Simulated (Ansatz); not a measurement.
## Sb under pressure: fit and missing row

Sb, P6_3/mmc, a = 3.315 Å, c = 5.496 Å. This isn't the element's structure at ambient conditions. Ansatz: PBEsol, PAW, 420 eV, Γ-centred 15×15×8 mesh on 2 atoms, Gaussian smearing 0.10 eV; no spin polarisation. Cell and atoms are relaxed at each pressure, and no other structure is tried, so the rows at high pressure may lie past a change of phase.

```
V (Å³/atom) P (GPa)
          ?    90.01
     18.620    50.02
     20.950    25.00
     22.936    12.00
     24.831     4.00
     25.785     1.00
     26.154     0.00
     26.551    -1.01
```

Question: Take V0 = 26.154 Å³/atom, fit the third-order Birch–Murnaghan form to the other rows, and predict the missing volume.

Answer: With the Eulerian strain f = ½[(V0/V)^(2/3) − 1] and y = P/[3f(1 + 2f)^(5/2)], the form is the line y = B0 + 1.5 B0 (B0′ − 4) f. Rows (f, y): 0.12711, 74.5; 0.07970, 72.2; 0.04574, 70.3; 0.01761, 69.4; 0.00476, 68.4; -0.00500, 69.0. Means f = 0.04499, y = 70.633; Σ(Δf)² = 0.01282, ΣΔfΔy = 0.5769; the slope is their ratio. y = 68.61 + 45.02 f GPa, so B0 = 68.6 GPa and B0′ = 4 + 2 × (45.02)/(3 × 68.61) = 4.44. P = 90.01 GPa is met at f = 0.18075 (y = 76.75), so V = V0 (1 + 2f)^(−3/2) = 16.463 Å³/atom. The run gave 16.463 Å³/atom, the same to the digits shown. The form still works here, 78 % of the fitted range beyond its end.

The mesh isn't the same in all rows (15×15×8, 18×18×8, 18×18×10).